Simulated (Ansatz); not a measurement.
Crystal: CoO.

```
Co O
1.0
     1.60222    0.92504    2.56647
    -1.60222    0.92504    2.56647
     0.00000   -1.85008    2.56647
Co O
1 1
Direct
  0.99898 0.99898 0.99898
  0.75102 0.75102 0.75102
```

Measurements of this composition are mostly on another form, of space group No. 225.

Base run:

```yaml
Program: Ansatz 0.2.0
Functional: PBEsol
Potentials_or_basis: all-electron LAPW, scalar-relativistic
Cutoff: 455 eV
Density_cutoff: 1822 eV
Basis_error_allowed: 0.001 eV/atom
k_mesh: 10 × 10 × 10
Occupations: fermi-dirac, width 0.05 eV
Spin: no spin polarisation
```

Its results: pressure -21.7 GPa; largest force 0.168 eV/Å.

Q: The run is repeated on the same cell with these changes: potentials or basis from all-electron LAPW, scalar-relativistic to all-electron LAPW, inner shells corrected to Dirac's equation; spin from no spin polarisation to collinear spin, ferromagnetic start. What comes out?

A: Pressure -7.9 GPa; net moment 2.78 μB per cell; site moments Co +2.36; O +0.32 μB; largest force 0.215 eV/Å.

Caveats: an odd number of electrons without spin polarisation forces a metal (some runs); a magnetic or distorted state may lie lower (some runs); a cell with one magnetic atom can't hold antiferromagnetic order, which such compounds often take (some runs).

Not every run made on this cell is shown here.
